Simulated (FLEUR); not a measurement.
# TePb (Fm-3m) in FLEUR: further runs, part 2 of 2

FLEUR MaX-R8.1 (later development tree).

## Step 5: Equation of state, PBE, 33.73 Å³/atom

Changes to inp.xml since step 4:

```diff
@@ -24,3 +24,3 @@
       <xi:include xmlns:xi="http://www.w3.org/2001/XInclude" href="sym.xml"> </xi:include>
-      <bulkLattice scale="0.9864848297">
+      <bulkLattice scale="1.0000000000">
          <bravaisMatrix>
```

Started as:

```bash
$ inpgen -f crystal.txt -profile moderate
$ # inp.xml edited to the form shown
$ fleur_MPI
```

It took 95 s on 1 thread of Arm Neoverse V1, shared host; peak memory 0.14 GiB.

Results (log left out):

| Item | Value |
| --- | --- |
| Free energy | -754439.6640 eV |
| Valence electrons inside the program's atomic spheres | Pb 17.93; Te 20.15 (radii Pb 2.66, Te 2.66 bohr) |

Caveat: this odd mesh misses L, where the gap lies, so gap, dielectric constants and Born charges aren't listed.

## Step 6: Equation of state, PBE, 35.08 Å³/atom (volume scaled by 1.04)

Changes to inp.xml since step 5:

```diff
@@ -24,3 +24,3 @@
       <xi:include xmlns:xi="http://www.w3.org/2001/XInclude" href="sym.xml"> </xi:include>
-      <bulkLattice scale="1.0000000000">
+      <bulkLattice scale="1.0131594038">
          <bravaisMatrix>
```

Potentials or basis: all-electron, FLAPW.

Started as:

```bash
$ inpgen -f crystal.txt -profile moderate
$ # inp.xml edited to the form shown
$ fleur_MPI
```

Run time: 98 s. Hardware: 1 thread of Arm Neoverse V1, shared host; peak memory 0.15 GiB.

It converged, with:

```yaml
Free_energy: -754439.6851 eV
Valence_electrons_inside_the_program's_atomic_spheres: Pb 17.90; Te 20.13 (radii Pb 2.66, Te 2.66 bohr)
```

Caveat: this odd mesh misses L, where the gap lies, so gap, dielectric constants and Born charges aren't listed.

## Step 7: Equation of state, PBE, 35.75 Å³/atom (volume scaled by 1.06)

Changes to inp.xml since step 6:

```diff
@@ -24,3 +24,3 @@
       <xi:include xmlns:xi="http://www.w3.org/2001/XInclude" href="sym.xml"> </xi:include>
-      <bulkLattice scale="1.0131594038">
+      <bulkLattice scale="1.0196128224">
          <bravaisMatrix>
```

Started as:

```bash
$ inpgen -f crystal.txt -profile moderate
$ # inp.xml edited to the form shown
$ fleur_MPI
```

It took 1.7 min on 1 thread of Arm Neoverse V1, shared host; peak memory 0.15 GiB.

Results (log left out):

```
Free energy                                           : -754439.6855 eV
Valence electrons inside the program's atomic spheres : Pb 17.89; Te 20.12 (radii Pb 2.66, Te 2.66 bohr)
```

Caveat: this odd mesh misses L, where the gap lies, so gap, dielectric constants and Born charges aren't listed.

## Step 8: Equation of state, PBE

No new run: the results of the series are fitted here.

Results:

```yaml
Equilibrium_volume: 35.45 Å³/atom
Bulk_modulus: 38 GPa
Pressure_derivative_of_the_bulk_modulus: "4.5 (rough: it moves with the points fitted)"
```

Energy against volume, from the lowest point:
```csv
volume (Å³/atom),energy (meV/atom)
31.706,58.11
32.380,37.50
33.730,10.74
35.079,0.19
35.753,0.00
```

Caveat: this odd mesh misses L, where the gap lies, so gap, dielectric constants and Born charges aren't listed.

## Step 9: How close it comes

Step 2. Measured gap of TePb: 0.19 eV (direct; 4.2 K; a printed reference work, monograph). This calculation gives 0.73 eV (+0.54 eV). Spin-orbit coupling on Pb, Te is left out. The value is that of PBE, without temperature or zero-point motion.
